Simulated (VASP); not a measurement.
Set up this calculation in VASP 6.6.1, as the native input.

- Task: single point
- Functional: PBE
- Potentials or basis: VASP PAW PBE potentials, release 64 (Mg_GW, O_GW)
- Cutoff: 450 eV
- k mesh: 5 × 5 × 5
- Occupations: gaussian, width 0.02 eV
- Spin: no spin polarisation
- Further INCAR settings: ALGO = Fast; EDIFF = 1e-07

The structure of MgO lies in POSCAR:

```
MgO
1.0
    2.9380209034      0.0000000000      0.0000000000
   -1.4690104517      2.5444007392      0.0000000000
    0.0000000000      0.0000000000      2.6796800000
Mg O
1 1
Direct
    0.0000000000      0.0000000000      0.0000000000
    0.3333333333      0.6666666667      0.5000000000
```

Measurements of this composition are mostly on another form, of space group No. 225.

These files were run (other wordings do the same):

INCAR

```
SYSTEM = MgO
PREC = Accurate
ENCUT = 450
EDIFF = 1E-7
ISMEAR = 0
SIGMA = 0.02
LREAL = .False.
LASPH = .True.
NELM = 60
ALGO = Fast
ISIF = 2
LWAVE = .False.
LCHARG = .False.
GGA = PE
```

KPOINTS

```
regular mesh
0
Gamma
  5 5 5
  0 0 0
```

Potentials or basis: VASP PAW PBE potentials, release 64 (Mg_GW, O_GW).

Launch:

```bash
$ cat potpaw_PBE.64/Mg_GW/POTCAR potpaw_PBE.64/O_GW/POTCAR > POTCAR
$ mpirun -np 1 vasp_std > vasp.out
```

Results of the run:

* Band gap on the k mesh: 3.01 eV, indirect (least direct gap 3.40 eV)

Caveat: the k mesh is coarse (spacing up to 0.49 Å⁻¹), so the values aren't converged; an odd mesh through Γ misses points on the zone boundary, where band edges often lie.

Run time: 2.4 s on 1 thread of Intel(R) Xeon(R) 6975P-C (Granite Rapids), with other jobs on the host, peak memory 0.12 GiB.
